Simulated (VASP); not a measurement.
# CO2 (I-42d) in VASP: further runs

The runs below take CO2 through relaxation of cell and atoms, with PBEsol, PBE+D3(BJ).

All numbers are computed with VASP 6.6.1; they aren't measurements. Logs are shortened: lines on timing, memory, paths and dates and some standing lists are left out, and cuts for length are marked.

## (1) Starting point

It takes space group I-42d (No. 122, tetragonal). Conventional cell: a = 3.928 Å, b = 3.928 Å, c = 5.937 Å, α = 90.00°, β = 90.00°, γ = 90.00°. C (site symmetry -4) is surrounded by 4 O at 1.40 Å. O (site symmetry 2) is surrounded by 2 C at 1.40 Å.

## (2) Relaxation of cell and atoms, PBEsol

INCAR reads:

```
  ALGO = Normal
  EDIFF = 1E-7
  EDIFFG = -0.005
  ENCUT = 600
  GGA = PS
  IBRION = 2
  ISIF = 3
  ISMEAR = 0
  KPAR = 2
  LASPH = True
  LCHARG = False
  LREAL = False
  LWAVE = False
  NELM = 80
  NSW = 90
  PREC = Accurate
  SIGMA = 0.03
```

KPOINTS reads:

```
k-points
0
Gamma
  12 12 12
```

POSCAR reads:

```
CO2                                     
1.0
   -1.9641298852      1.9641298852      2.9685056229
    1.9641298852     -1.9641298852      2.9685056229
    1.9641298852      1.9641298852     -2.9685056229
  C               O             
     2     4
Direct
     0.0000000000000000    0.0000000000000000    0.0000000000000000
     0.7500000000000000    0.2500000000000000    0.5000000000000000
     0.3750000000000000    0.2923978860104948    0.4173978860104948
     0.7076021139895052    0.1250000000000000    0.0826021139895053
     0.8750000000000000    0.9576021139895052    0.5826021139895052
     0.0423978860104947    0.6250000000000000    0.9173978860104948
```

Potentials or basis: VASP PAW PBE potentials, release 64 (C, O).

Run with:

```sh
> cat potpaw_PBE.64/C/POTCAR potpaw_PBE.64/O/POTCAR > POTCAR
> mpirun -np 2 vasp_std > vasp.out
```

OUTCAR:

```text
EDIFF = 1E-7
   EDIFFG = -0.005
   ENCUT = 600
   GGA = PS
   IBRION = 2
   ISIF = 3
   ISMEAR = 0
   LASPH = True
   LREAL = False
   NELM = 80
   NSW = 90
   PREC = Accurate

 ion  position               nearest neighbor table
   1  0.000  0.000  0.000-   6 1.40   4 1.40   5 1.40   3 1.40
   2  0.750  0.250  0.500-   3 1.40   4 1.40   5 1.40   6 1.40
   3  0.375  0.292  0.417-   2 1.40   1 1.40
   4  0.708  0.125  0.083-   1 1.40   2 1.40
   5  0.875  0.958  0.583-   1 1.40   2 1.40
   6  0.042  0.625  0.917-   1 1.40   2 1.40

  LATTYP: Found a body centered tetragonal cell.
 ALAT       =     3.9282597704
 C/A-ratio  =     1.5113591241

  Lattice vectors:

 A1 = (  -1.9641298852,   1.9641298852,   2.9685056229)
 A2 = (   1.9641298852,  -1.9641298852,   2.9685056229)
 A3 = (   1.9641298852,   1.9641298852,  -2.9685056229)

Analysis of symmetry for initial positions (statically):
=====================================================================
 Subroutine PRICEL returns:
 Original cell was already a primitive cell.

 Routine SETGRP: Setting up the symmetry group for a
 body centered tetragonal supercell.

 Subroutine GETGRP returns: Found  8 space group operations
 (whereof  4 operations were pure point group operations)
 out of a pool of 16 trial point group operations.

The static configuration has the point symmetry S_4 .
 The point group associated with its full space group is D_2d.

Analysis of symmetry for dynamics (positions and initial velocities):
=====================================================================
 Subroutine PRICEL returns:
 Original cell was already a primitive cell.

 Routine SETGRP: Setting up the symmetry group for a
 body centered tetragonal supercell.

 Subroutine GETGRP returns: Found  8 space group operations
 (whereof  4 operations were pure point group operations)
 out of a pool of 16 trial point group operations.

The dynamic configuration has the point symmetry S_4 .
 The point group associated with its full space group is D_2d.

 Subroutine INISYM returns: Found  8 space group operations
 (whereof  4 operations are pure point group operations),
 and found     1 'primitive' translations

----------------------------------------------------------------------------------------

                                     Primitive cell

  volume of cell :      45.8077

  direct lattice vectors                    reciprocal lattice vectors
    -1.964129885  1.964129885  2.968505623     0.000000000  0.254565650  0.168434918
     1.964129885 -1.964129885  2.968505623     0.254565650  0.000000000  0.168434918
     1.964129885  1.964129885 -2.968505623     0.254565650  0.254565650  0.000000000

  length of vectors
     4.065419787  4.065419787  4.065419787     0.305244150  0.305244150  0.360010194

  position of ions in fractional coordinates (direct lattice)
     0.000000000  0.000000000  0.000000000
     0.750000000  0.250000000  0.500000000
     0.375000000  0.292397886  0.417397886
     0.707602114  0.125000000  0.082602114
     0.875000000  0.957602114  0.582602114
     0.042397886  0.625000000  0.917397886

  ion indices of the primitive-cell ions
   primitive index   ion index
                 1           1
                 2           2
                 3           3
                 4           4
                 5           5
                 6           6

----------------------------------------------------------------------------------------

 KPOINTS: k-points

Automatic generation of k-mesh.
 Grid dimensions read from file:
 generate k-points for:   12   12   12

 Generating k-lattice:

  Cartesian coordinates                     Fractional coordinates (reciprocal lattice)
     0.000000000  0.021213804  0.014036243     0.083333333 -0.000000000  0.000000000
     0.021213804  0.000000000  0.014036243    -0.000000000  0.083333333  0.000000000
     0.021213804  0.021213804  0.000000000     0.000000000  0.000000000  0.083333333

  Length of vectors
     0.025437013  0.025437013  0.030000850

  Shift w.r.t. Gamma in fractional coordinates (k-lattice)
     0.000000000  0.000000000  0.000000000

 Subroutine IBZKPT returns following result:
 ===========================================

 Found    163 irreducible k-points:

 Following reciprocal coordinates:
            Coordinates               Weight
  0.000000  0.000000  0.000000      1.000000
  0.083333  0.000000  0.000000      8.000000
  0.166667  0.000000  0.000000      8.000000
  0.250000  0.000000  0.000000      8.000000
  0.333333 -0.000000  0.000000      8.000000
  0.416667 -0.000000  0.000000      8.000000
[... 16 lines left out ...]
  0.500000  0.166667  0.000000     16.000000
 -0.416667  0.166667  0.000000     16.000000
 [... further k-points ...]
   k-points           NKPTS =    163   k-points in BZ     NKDIM =    163   number of bands    NBANDS=     20
   number of dos      NEDOS =    301   number of ions     NIONS =      6
   total plane-waves  NPLWV =  32768
   dimension x,y,z NGX =    32 NGY =   32 NGZ =   32
   dimension x,y,z NGXF=    64 NGYF=   64 NGZF=   64
   ions per type =               2   4
   NGX,Y,Z   is equivalent  to a cutoff of  13.09, 13.09, 13.09 a.u.
   NGXF,Y,Z  is equivalent  to a cutoff of  26.17, 26.17, 26.17 a.u.
 SYSTEM =  unknown system
   PREC   = accura    normal or accurate (medium, high low for compatibility)
   ISTART =      0    job   : 0-new  1-cont  2-samecut
   ICHARG =      2    charge: 1-file 2-atom 10-const
   ISPIN  =      1    spin polarized calculation?
   LNONCOLLINEAR =      F non collinear calculations
   LSORBIT =      F    spin-orbit coupling
   LASPH  =      T    aspherical Exc in radial PAW
   ENCUT  =  600.0 eV  44.10 Ry    6.64 a.u.   8.12  8.12  8.12*2*pi/ulx,y,z
   NELM   =     80;   NELMIN=  2; NELMDL= -5     # of ELM steps
   EDIFF  = 0.1E-06   stopping-criterion for ELM
   LREAL  =      F    real-space projection
   EDIFFG = -.5E-02   stopping-criterion for IOM
   NSW    =     90    number of steps for IOM
   IBRION =      2    ionic relax: 0-MD 1-quasi-New 2-CG
   NFREE  =      1    steps in history (QN), initial steepest desc. (CG)
   ISIF   =      3    stress and relaxation
   ISYM   =      2    0-nonsym 1-usesym 2-fastsym
   POTIM  = 0.5000    time-step for ionic-motion
   TEBEG  =    0.0;   TEEND  =   0.0 temperature during run
   PSTRESS=    0.0 pullay stress
   NELECT =      32.0000    total number of electrons
   NUPDOWN=      -1.0000    fix difference up-down
   EMIN   =  10.00;   EMAX   =-10.00  energy-range for DOS
   EFERMI =   0.00;   METHOD = LEGACY
   ISMEAR =     0;   SIGMA  =   0.03  broadening in eV -4-tet -1-fermi 0-gaus
   EFERMI_NEDOS =   21; number of points for ismear=-14 and -15
   IALGO  =     38    algorithm
   IMIX   =      4    mixing-type and parameters
     AMIX     =   0.40;   BMIX     =  1.00
     AMIX_MAG =   1.60;   BMIX_MAG =  1.00
  volume/ion in A,a.u.               =       7.63        51.52
  Fermi-wavevector in a.u.,A,eV,Ry     =   1.452598  2.745012 28.708844  2.110041
  Thomas-Fermi vector in A             =   2.569961
   LORBIT       =      0    0 simple, 1 ext, 2 COOP (PROOUT), +10 PAW based schemes
   GGA     = PS    functional components
   LHFCALC =     F    Hartree Fock is set to
   AEXX    =    0.0000 exact exchange contribution
   IVDW    =     0    specifies the selected vdW correction
   LEPSILON=     F    determine dielectric tensor
   LRPA    =     F    only Hartree local field effects (RPA)
 conjugate gradient relaxation of ions
 non-spin polarized calculation
 Gauss-broadening in eV      SIGMA  =   0.03
  energy-cutoff  :      600.00
  volume of cell :       45.81
 maximum number of plane-waves:      1556
   NGX = 17   NGY = 17   NGZ = 17

--------------------------------------- Ionic step        1  -------------------------------------------

 number of electron      32.0000002 magnetization

 Free energy of the ion-electron system (eV)
  ---------------------------------------------------
  ext. energy  EPLUGINS =         0.00000000
  ---------------------------------------------------
  free energy    TOTEN  =       -46.13010684 eV

  energy without entropy =      -46.13010684  energy(sigma->0) =      -46.13010684

------------------------ aborting loop because EDIFF is reached ----------------------------------------

  FORCE on cell =-STRESS in cart. coord.  units (eV):
  Direction    XX          YY          ZZ          XY          YZ          ZX
  --------------------------------------------------------------------------------------
  -------------------------------------------------------------------------------------
  Total       -0.1462421     -0.1462421     -0.0575466      0.0000000      0.0000000      0.0000000
  in kB       -5.1149876     -5.1149876     -2.0127587      0.0000000      0.0000000      0.0000000
  external PRESSURE =      -4.0809113 kB  Pullay stress =       0.0000000 kB
[... 185 lines left out ...]
  energy  without entropy=      -46.1303147987  energy(sigma->0) =      -46.13031480

--------------------------------------- Ionic step        6  -------------------------------------------

 number of electron      32.0000003 magnetization

 Free energy of the ion-electron system (eV)
  ---------------------------------------------------
  ext. energy  EPLUGINS =         0.00000000
  ---------------------------------------------------
  free energy    TOTEN  =       -46.13032393 eV

  energy without entropy =      -46.13032393  energy(sigma->0) =      -46.13032393

 E-fermi :   2.5922     XC(G=0): -11.5072

 val. band max:        2.3848073141   @ k =   0.5000   0.0000   0.0000
 cond. band min:       9.9406393981   @ k =   0.0000   0.0000   0.0000
 fundamental gap:      7.5558320841
 Fermi energy:         2.5921717244

 k-point     1 :       0.0000    0.0000    0.0000
  band No.  band energies     occupation
      1     -21.8062      2.00000
      2     -16.5871      2.00000
      3     -16.5871      2.00000
      4     -15.8753      2.00000
      5     -12.2582      2.00000
      6      -7.4449      2.00000
[... 12 lines left out ...]
     19      11.7709      0.00000
[... 513 lines left out ...]
      4     -16.3359      2.00000
      5     -10.5003      2.00000
      6      -7.8692      2.00000
[... 12 lines left out ...]
     19      12.2717      0.00000
     20      12.7540      0.00000

 [... further k-points ...]
[... 5 lines left out ...]
  --------------------------------------------------------------------------------------
  -------------------------------------------------------------------------------------
  Total       -0.0037537     -0.0037537      0.0092082      0.0000000      0.0000000      0.0000000
  in kB       -0.1316671     -0.1316671      0.3229975      0.0000000      0.0000000      0.0000000
  external PRESSURE =       0.0198878 kB  Pullay stress =       0.0000000 kB
[... 21 lines left out ...]
  FREE ENERGIE OF THE ION-ELECTRON SYSTEM (eV)
  ---------------------------------------------------
  free  energy   TOTEN  =       -46.1303239274 eV

  energy  without entropy=      -46.1303239274  energy(sigma->0) =      -46.13032393

 reached required accuracy - stopping structural energy minimisation
```

Run time: 2.6 min. Hardware: 2 MPI ranks of Intel Xeon Platinum 8488C (Sapphire Rapids), shared host; peak memory 0.27 GiB.

Results:

| Property | Result |
| --- | --- |
| Free energy | -46.1303 eV |
| Relaxed volume | 7.61 Å³/atom |
| Relaxed cell | a = 4.064 Å, b = 4.064 Å, c = 4.064 Å, α = 122.31°, β = 122.31°, γ = 86.04° |
| Space group after relaxing (to 0.05 Å) | I-42d (No. 122) |
| Energy gained by relaxing | 0.0 meV/atom |
| Ionic steps | 6 |
| Pressure after relaxing | 0.0 GPa |
| Band gap on the k mesh | 7.56 eV, indirect (least direct gap 7.99 eV) |

Step by step:
```tsv
step	energy change (eV)	largest force (eV/Å)	pressure (GPa)	volume (Å³)
1	0.0000	0.0088	-0.41	45.81
2	0.0000	0.0463	0.46	45.68
3	-0.0001	0.0170	0.00	45.75
4	-0.0001	0.0113	0.01	45.72
5	-0.0002	0.0028	0.03	45.67
6	-0.0002	0.0009	0.00	45.68
```

Final structure:
```xyz
6
Lattice="-1.9605 1.9605 2.9710 1.9605 -1.9605 2.9710 1.9605 1.9605 -2.9710" Properties=species:S:1:pos:R:3 pbc="T T T"
C     3.9210    0.0000    0.0000
C     0.0000    1.9605    1.4855
O     0.6584    0.9802    0.7427
O    -0.9802    1.3021    2.2282
O     1.3021    0.9802    3.7137
O     2.9407    0.6584   -0.7427
```

Levels at points of the mesh, in eV from the valence-band top:
```
           k point  band 14  band 15  band 16  band 17  band 18  band 19
(0.00, 0.00, 0.00)    -0.89    -0.89    -0.44     7.56     9.37     9.39
(0.50, 0.00, 0.00)    -1.44    -0.44     0.00     8.29     9.56     9.77
(0.50, 0.50, 0.00)    -0.66    -0.54    -0.54     9.01     9.01     9.95
(0.50, 0.50, 0.50)    -2.90    -0.03    -0.03     8.86     8.86    10.80
```

Caveat: the PAW data sets were made with another functional, which shifts forces and pressure a little.

## (3) Relaxation of cell and atoms, PBE+D3(BJ)

This run uses another cell than the first one, of 6.22 Å³/atom, 0.815 times its volume.

INCAR reads:

```
SYSTEM = CO2
ALGO = Normal
EDIFF = 1E-6
EDIFFG = -0.01
ENCUT = 600
GGA = PE
IBRION = 2
ISIF = 3
ISMEAR = 0
IVDW = 12
KPAR = 2
LASPH = .True.
LCHARG = .False.
LREAL = .False.
LWAVE = .False.
NELM = 80
NSW = 90
PREC = Accurate
SIGMA = 0.03
```

KPOINTS reads:

```
k-points
0
Gamma
  12 12 12
  0 0 0
```

POSCAR reads:

```
CO2
1.0
   -1.7759000000      1.7759000000      2.9592000000
    1.7759000000     -1.7759000000      2.9592000000
    1.7759000000      1.7759000000     -2.9592000000
C O
2 4
Direct
    0.0000000000      0.0000000000      0.0000000000
    0.7500000000      0.2500000000      0.5000000000
    0.3750000000      0.3390000000      0.4640000000
    0.6610000000      0.1250000000      0.0360000000
    0.8750000000      0.9110000000      0.5360000000
    0.0890000000      0.6250000000      0.9640000000
```

Potentials or basis: VASP PAW PBE potentials, release 64 (C, O).

Run with:

```sh
> cat potpaw_PBE.64/C/POTCAR potpaw_PBE.64/O/POTCAR > POTCAR
> mpirun -np 2 vasp_std > vasp.out
```

Run time: 8 min. Hardware: 2 MPI ranks of Intel Xeon Platinum 8375C at 2.90GHz (Ice Lake), shared host; peak memory 0.26 GiB.

The run converged. Its results:

```
Free energy                            : -44.0110 eV
Relaxed volume                         : 7.74 Å³/atom
Relaxed cell                           : a = 4.088 Å, b = 4.088 Å, c = 4.088 Å, α = 122.36°, β = 122.36°, γ = 85.96°
Space group after relaxing (to 0.05 Å) : I-42d (No. 122)
Energy gained by relaxing              : 198.2 meV/atom
Ionic steps                            : 20
Pressure after relaxing                : 0.0 GPa
Largest force after relaxing           : 0.007 eV/Å
Band gap on the k mesh                 : 7.64 eV, indirect (least direct gap 8.06 eV)
Dispersion energy per atom             : -0.102 eV
```

Forces on the atoms (eV/Å):
```
C    0.000  0.000  0.000
C    0.000  0.000  0.000
O   -0.007  0.000  0.000
O    0.000  0.007  0.000
O    0.007  0.000  0.000
O    0.000 -0.007  0.000
```

Step by step:
| step | energy change (eV) | largest force (eV/Å) | pressure (GPa) | volume (Å³) |
| --- | --- | --- | --- | --- |
| 1 | 0.0000 | 1.2790 | 36.17 | 37.33 |
| 2 | -0.7809 | 1.7623 | -13.34 | 45.44 |
| 3 | -0.8056 | 1.6871 | -7.37 | 43.99 |
| 4 | -1.0155 | 0.6077 | 7.09 | 44.68 |
| 5 | -1.0408 | 0.0518 | 3.22 | 44.51 |
| 6 | -1.1140 | 0.0104 | 0.52 | 45.53 |
| 7 | -1.1662 | 0.0513 | -4.84 | 47.77 |
| 8 | -1.1680 | 0.0378 | -3.87 | 47.35 |
| 9 | -1.1755 | 0.3901 | 3.85 | 46.31 |
| 10 | -1.1830 | 0.2091 | 0.54 | 46.74 |
| 11 | -1.1883 | 0.0291 | -0.66 | 46.65 |
| 12 | -1.1886 | 0.0150 | -0.45 | 46.66 |
| 13 | -1.1888 | 0.0343 | 0.26 | 46.50 |
| 14 | -1.1888 | 0.0306 | 0.14 | 46.53 |
| 15 | -1.1889 | 0.0056 | -0.04 | 46.49 |
| 16 | -1.1889 | 0.0078 | -0.07 | 46.48 |
| 17 | -1.1890 | 0.0016 | 0.11 | 46.44 |
| 18 | -1.1890 | 0.0014 | 0.17 | 46.43 |
| 19 | -1.1890 | 0.0121 | -0.12 | 46.46 |
| 20 | -1.1890 | 0.0071 | -0.03 | 46.45 |

Final structure:
```yaml
crystal:
  lattice:
    - [-1.97051, 1.97051, 2.99065]
    - [1.97051, -1.97051, 2.99065]
    - [1.97051, 1.97051, -2.99065]
  atoms:
    - { symbol: C, position: [0.00000, 0.00000, 0.00000] }
    - { symbol: C, position: [0.75000, 0.25000, 0.50000] }
    - { symbol: O, position: [0.37500, 0.29251, 0.41751] }
    - { symbol: O, position: [0.70749, 0.12500, 0.08249] }
    - { symbol: O, position: [0.87500, 0.95749, 0.58249] }
    - { symbol: O, position: [0.04251, 0.62500, 0.91751] }
```

Levels at points of the mesh, in eV from the valence-band top:
| k point | band 13 | band 14 | band 15 | band 16 | band 17 | band 18 | band 19 | band 20 |
| --- | --- | --- | --- | --- | --- | --- | --- | --- |
| (0.00, 0.00, 0.00) | -1.23 | -0.85 | -0.85 | -0.41 | 7.64 | 9.16 | 9.27 | 9.27 |
| (0.50, 0.00, 0.00) | -1.67 | -1.36 | -0.41 | 0.00 | 8.23 | 9.46 | 9.60 | 10.26 |
| (0.50, 0.50, 0.00) | -0.62 | -0.62 | -0.52 | -0.52 | 8.87 | 8.87 | 9.88 | 9.88 |
| (0.50, 0.50, 0.50) | -2.83 | -2.83 | -0.01 | -0.01 | 8.85 | 8.85 | 10.64 | 10.64 |

Caveat: the volume moved by over 15 % at a fixed basis, so the end points are rough; the volume moved by +24 % from the deposited cell, more than functionals usually miss.

(Part 1 of 2 ends here.)
